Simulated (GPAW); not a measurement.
Crystal: Sn.

```xyz
2
Lattice="0.0000 3.2333 3.2333 3.2333 0.0000 3.2333 3.2333 3.2333 0.0000" Properties=species:S:1:pos:R:3 pbc="T T T"
Sn    4.8500    4.8500    4.8500
Sn    3.2333    3.2333    3.2333
```

This isn't the form of Sn at room conditions, which is tetragonal (white tin).

| Property | Result |
| --- | --- |
| Program | GPAW 26.7.0 |
| Task | relaxation of cell and atoms |
| Functional | RPBE |
| Potentials or basis | the program's PAW data sets (release 1.2.1) made for this functional |
| Cutoff | 600 eV |
| Basis | pw |
| k mesh | 7 × 7 × 7 |
| Occupations | fermi-dirac, width 0.05 eV |
| Spin | no spin polarisation |

At the start: pressure 5.0 GPa; volume 33.80 Å³/atom.

Q: How do energy, volume and symmetry change on relaxing?

A: Over 4 steps the energy falls by 57.0 meV/atom and the volume is 37.87 Å³/atom (+12.0 %); space group Fd-3m (No. 227, to 0.05 Å).

The path:
| step | energy change (eV) | largest force (eV/Å) | pressure (GPa) | volume (Å³) |
| --- | --- | --- | --- | --- |
| 1 | 0.0000 | 0.0000 | 4.95 | 67.61 |
| 2 | -0.0417 | 0.0000 | 3.78 | 69.14 |
| 3 | -0.1126 | 0.0000 | 0.46 | 74.84 |
| 4 | -0.1140 | 0.0000 | 0.06 | 75.74 |

Final structure:
```yaml
crystal:
  lattice:
    - [0.00000, 3.35815, 3.35815]
    - [3.35815, 0.00000, 3.35815]
    - [3.35815, 3.35815, 0.00000]
  atoms:
    - { symbol: Sn, position: [0.75000, 0.75000, 0.75000] }
    - { symbol: Sn, position: [0.50000, 0.50000, 0.50000] }
```

Caveat: later steps reuse the first step's grids; the volume moved by +12 % from the deposited cell, more than functionals usually miss.
